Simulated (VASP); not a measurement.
# BAs (F-43m) in VASP: phonons with LDA

Aim: the phonons of BAs with LDA.

Program: VASP 6.6.1. These are calculated values, not measurements. Logs are shortened: lines on timing, memory, paths and dates and some standing lists are left out, and cuts for length are marked.

## (1) The crystal as given

The structure is cubic, space group F-43m (No. 216). The conventional cell has a = 4.777 Å, b = 4.777 Å, c = 4.777 Å, α = 90.00°, β = 90.00°, γ = 90.00°. B (site symmetry -43m) has 4 As at 2.07 Å as nearest neighbours. As (site symmetry -43m) has 4 B at 2.07 Å as nearest neighbours.

## (2) Phonons, LDA

POSCAR

```
BAs
1.0
    0.0000000000      2.3885000000      2.3885000000
    2.3885000000      0.0000000000      2.3885000000
    2.3885000000      2.3885000000      0.0000000000
B As
1 1
Direct
    0.0000000000      0.0000000000      0.0000000000
    0.2500000000      0.2500000000      0.2500000000
```

INCAR.step1

```
SYSTEM = BAs
ALGO = Normal
EDIFF = 1E-8
EDIFFG = -0.002
ENCUT = 600
GGA = CA
IBRION = 2
ISIF = 3
ISMEAR = 0
LASPH = .TRUE.
LCHARG = .FALSE.
LREAL = .FALSE.
LWAVE = .FALSE.
NELM = 60
NSW = 40
PREC = Accurate
SIGMA = 0.02
```

INCAR.step2

```
SYSTEM = BAs
ALGO = Normal
EDIFF = 1E-8
ENCUT = 600
GGA = CA
IBRION = 8
ISIF = 2
ISMEAR = 0
LASPH = .TRUE.
LCHARG = .FALSE.
LREAL = .FALSE.
LWAVE = .FALSE.
NELM = 60
NSW = 1
PREC = Accurate
SIGMA = 0.02
```

KPOINTS

```
k-points
0
G
  10 10 10
  0 0 0
```

Potentials or basis: VASP PAW LDA potentials, release 64 (B, As).

The run is started by

```
cat potpaw_LDA.64/B/POTCAR potpaw_LDA.64/As/POTCAR > POTCAR
cp INCAR.step1 INCAR
mpirun -np 1 vasp_std > vasp.out
cp CONTCAR POSCAR
cp INCAR.step2 INCAR
mpirun -np 1 vasp_std > vasp.out
```

OUTCAR:

```text
SYSTEM = BAs
   EDIFF = 1E-8
   ENCUT = 600
   GGA = CA
   IBRION = 8
   ISIF = 2
   ISMEAR = 0
   LASPH = .TRUE.
   LREAL = .FALSE.
   NELM = 60
   NSW = 1
   PREC = Accurate

 ion  position               nearest neighbor table
   1  0.000  0.000  0.000-   2 2.05   2 2.05   2 2.05   2 2.05
   2  0.250  0.250  0.250-   1 2.05   1 2.05   1 2.05   1 2.05

  LATTYP: Found a face centered cubic cell.
 ALAT       =     4.7422989160

  Lattice vectors:

 A1 = (   0.0000000000,   2.3711494580,   2.3711494580)
 A2 = (   2.3711494580,   0.0000000000,   2.3711494580)
 A3 = (   2.3711494580,   2.3711494580,   0.0000000000)

Analysis of symmetry for initial positions (statically):
=====================================================================
 Subroutine PRICEL returns:
 Original cell was already a primitive cell.

 Routine SETGRP: Setting up the symmetry group for a
 face centered cubic supercell.

 Subroutine GETGRP returns: Found 24 space group operations
 (whereof 24 operations were pure point group operations)
 out of a pool of 48 trial point group operations.

The static configuration has the point symmetry T_d .

Analysis of symmetry for dynamics (positions and initial velocities):
=====================================================================
 Subroutine PRICEL returns:
 Original cell was already a primitive cell.

 Routine SETGRP: Setting up the symmetry group for a
 face centered cubic supercell.

 Subroutine GETGRP returns: Found 24 space group operations
 (whereof 24 operations were pure point group operations)
 out of a pool of 48 trial point group operations.

The dynamic configuration has the point symmetry T_d .

 Subroutine INISYM returns: Found 24 space group operations
 (whereof 24 operations are pure point group operations),
 and found     1 'primitive' translations

----------------------------------------------------------------------------------------

                                     Primitive cell

  volume of cell :      26.6629

  direct lattice vectors                    reciprocal lattice vectors
     0.000000000  2.371149458  2.371149458    -0.210868192  0.210868192  0.210868192
     2.371149458  0.000000000  2.371149458     0.210868192 -0.210868192  0.210868192
     2.371149458  2.371149458  0.000000000     0.210868192  0.210868192 -0.210868192

  length of vectors
     3.353311722  3.353311722  3.353311722     0.365234423  0.365234423  0.365234423

  position of ions in fractional coordinates (direct lattice)
     0.000000000  0.000000000  0.000000000
     0.250000000  0.250000000  0.250000000

  ion indices of the primitive-cell ions
   primitive index   ion index
                 1           1
                 2           2

----------------------------------------------------------------------------------------

 KPOINTS: k-points

Automatic generation of k-mesh.
 Grid dimensions read from file:
 generate k-points for:   10   10   10

 Generating k-lattice:

  Cartesian coordinates                     Fractional coordinates (reciprocal lattice)
    -0.021086819  0.021086819  0.021086819     0.100000000  0.000000000  0.000000000
     0.021086819 -0.021086819  0.021086819     0.000000000  0.100000000  0.000000000
     0.021086819  0.021086819 -0.021086819     0.000000000  0.000000000  0.100000000

  Length of vectors
     0.036523442  0.036523442  0.036523442

  Shift w.r.t. Gamma in fractional coordinates (k-lattice)
     0.000000000  0.000000000  0.000000000

 Subroutine IBZKPT returns following result:
 ===========================================

[... 78 lines left out ...]
 non-spin polarized calculation
 Gauss-broadening in eV      SIGMA  =   0.02
  energy-cutoff  :      600.00
  volume of cell :       26.66
 maximum number of plane-waves:       908
   NGX = 13   NGY = 13   NGZ = 13

--------------------------------------- Ionic step        1  -------------------------------------------

 number of electron       8.0000000 magnetization

 Free energy of the ion-electron system (eV)
  ---------------------------------------------------
  ext. energy  EPLUGINS =         0.00000000
  ---------------------------------------------------
  free energy    TOTEN  =       -12.92738265 eV

  energy without entropy =      -12.92738265  energy(sigma->0) =      -12.92738265

 E-fermi :   6.5200     XC(G=0): -10.8752

 val. band max:        6.4055342617   @ k =   0.0000   0.0000   0.0000
 cond. band min:       7.5083913673   @ k =   0.4000   0.4000   0.0000
 fundamental gap:      1.1028571056
 Fermi energy:         6.5199751569

 k-point     1 :       0.0000    0.0000    0.0000
  band No.  band energies     occupation
      1      -9.1706      2.00000
      2       6.4055      2.00000
      3       6.4055      2.00000
      4       6.4055      2.00000
      5       9.6833      0.00000
      6       9.6833      0.00000
      7       9.6833      0.00000
      8      11.3794      0.00000
[... 243 lines left out ...]
 k-point    24 :       0.4000    0.3000    0.0000
  band No.  band energies     occupation
      1      -6.4818      2.00000
      2      -0.0514      2.00000
      3       2.3390      2.00000
      4       2.8437      2.00000
      5       8.0421      0.00000
      6       9.7488      0.00000
      7      15.3203      0.00000
      8      15.5386      0.00000

 [... further k-points ...]

------------------------ aborting loop because EDIFF is reached ----------------------------------------

  FORCE on cell =-STRESS in cart. coord.  units (eV):
  Direction    XX          YY          ZZ          XY          YZ          ZX
  --------------------------------------------------------------------------------------
  -------------------------------------------------------------------------------------
  Total       -0.0012091     -0.0012091     -0.0012091      0.0000000      0.0000000      0.0000000
  in kB       -0.0726575     -0.0726575     -0.0726575      0.0000000      0.0000000      0.0000000
  external PRESSURE =      -0.0726575 kB  Pullay stress =       0.0000000 kB

 VOLUME and BASIS-vectors are now :
 -----------------------------------------------------------------------------
  energy-cutoff  :      600.00
  volume of cell :       26.66
      direct lattice vectors                 reciprocal lattice vectors
     0.000000000  2.371149458  2.371149458    -0.210868192  0.210868192  0.210868192
     2.371149458  0.000000000  2.371149458     0.210868192 -0.210868192  0.210868192
     2.371149458  2.371149458  0.000000000     0.210868192  0.210868192 -0.210868192

 POSITION                                       TOTAL-FORCE (eV/Angst)
 -----------------------------------------------------------------------------------
      0.00000      0.00000      0.00000        -0.000000     -0.000000     -0.000000
      1.18557      1.18557      1.18557         0.000000      0.000000      0.000000
 -----------------------------------------------------------------------------------
    total drift:                               -0.000000     -0.000000     -0.000000

  FREE ENERGIE OF THE ION-ELECTRON SYSTEM (eV)
  ---------------------------------------------------
  free  energy   TOTEN  =       -12.9273826461 eV

  energy  without entropy=      -12.9273826461  energy(sigma->0) =      -12.92738265

[... ionic steps 2 to 3 ...]

--------------------------------------- Ionic step        4  -------------------------------------------

------------------------ aborting loop because EDIFF is reached ----------------------------------------

[... ionic steps 5 to 6 ...]

--------------------------------------- Ionic step        7  -------------------------------------------

 Free energy of the ion-electron system (eV)
  ---------------------------------------------------
  ---------------------------------------------------
  free energy    TOTEN  =        -0.03770891 eV

  energy without entropy =       -0.03770891

------------------------ aborting loop because EDIFF is reached ----------------------------------------

 INTERNAL STRAIN TENSOR  FOR ION    2  DIRECTION 1   (eV/Angst):
 -----------------------------------------------------------------------------
     0.00564  0.00000  0.00000
     0.00000 -0.00058 -7.31293
     0.00000 -7.31293 -0.00058

 INTERNAL STRAIN TENSOR FOR ION    2 for displacements in x,y,z  (eV/Angst):
          X           Y           Z          XY          YZ          ZX
  --------------------------------------------------------------------------------
  x    -0.00000    -0.00000    -0.00000     0.00000    -7.31293     0.00000
  y    -0.00000     0.00000    -0.00000     0.00000     0.00000    -7.31293
  z    -0.00000    -0.00000    -0.00000    -7.31293     0.00000     0.00000

 SECOND DERIVATIVES (NOT SYMMETRIZED)
 ------------------------------------
               1X          1Y          1Z          2X          2Y          2Z
  1X   -17.040955    0.000000    0.000000   17.040955    0.000000    0.000000
  1Y     0.000000  -17.040955    0.000000    0.000000   17.040955    0.000000
  1Z     0.000000    0.000000  -17.040955    0.000000    0.000000   17.040955
  2X    17.045539    0.000000    0.000000  -17.045539    0.000000    0.000000
  2Y     0.000000   17.045539    0.000000    0.000000  -17.045539    0.000000
  2Z     0.000000    0.000000   17.045539    0.000000    0.000000  -17.045539

 Eigenvectors and eigenvalues of the dynamical matrix
 ----------------------------------------------------

   1 f  =   20.996236 THz   131.923244 2PiTHz  700.359061 cm-1    86.833418 meV
             X         Y         Z           dx          dy          dz
      0.000000  0.000000  0.000000    -0.000000   -0.000000    0.934810
      1.185575  1.185575  1.185575    -0.000000   -0.000000   -0.355148
[... 21 lines left out ...]
   6 f/i=    0.000937 THz     0.005890 2PiTHz    0.031267 cm-1     0.003877 meV
             X         Y         Z           dx          dy          dz
      0.000000  0.000000  0.000000    -0.343882   -0.052958   -0.071212
      1.185575  1.185575  1.185575    -0.905154   -0.139394   -0.187443

--------------------------------------------------------------------------------------------------------

 ELASTIC MODULI CONTR FROM IONIC RELAXATION (kBar)
 Direction    XX          YY          ZZ          XY          YZ          ZX
 --------------------------------------------------------------------------------
 XX          -0.0000      0.0000     -0.0000      0.0000      0.0000     -0.0000
 YY           0.0000     -0.0000      0.0000      0.0000      0.0000      0.0000
 ZZ          -0.0000      0.0000     -0.0000      0.0000      0.0000     -0.0000
 XY           0.0000      0.0000      0.0000   -197.8155      0.0000      0.0000
 YZ           0.0000      0.0000      0.0000      0.0000   -197.8155      0.0000
 ZX          -0.0000      0.0000     -0.0000      0.0000      0.0000   -197.8155
 --------------------------------------------------------------------------------
```

Run time: 63 s. Hardware: 1 thread of Intel Xeon 6975P-C (Granite Rapids), shared host; peak memory 0.25 GiB.

Results:

```
Relaxed volume                                          : 13.33 Å³/atom
Relaxed cell                                            : a = 3.353 Å, b = 3.353 Å, c = 3.353 Å, α = 60.00°, β = 60.00°, γ = 60.00°
Space group after relaxing (to 0.05 Å)                  : F-43m (No. 216)
Highest phonon frequency at Γ, LO-TO splitting left out : 700 cm⁻¹
```

Step by step:
```
step  energy change (eV)  largest force (eV/Å)  pressure (GPa)  volume (Å³)
   1              0.0000                0.0000           -3.09        27.25
   2             -0.0025                0.0000            2.50        26.23
   3             -0.0058                0.0000           -0.01        26.66
```

Final structure:
```xyz
2
Lattice="0.0000 2.3711 2.3711 2.3711 0.0000 2.3711 2.3711 2.3711 0.0000" Properties=species:S:1:pos:R:3 pbc="T T T"
B     0.0000    0.0000    0.0000
As    1.1856    1.1856    1.1856
```

Phonon frequencies in cm⁻¹ (negative: imaginary):
```
              q point        frequencies
(0.000, 0.000, 0.000)  0 0 0 700 700 700
```
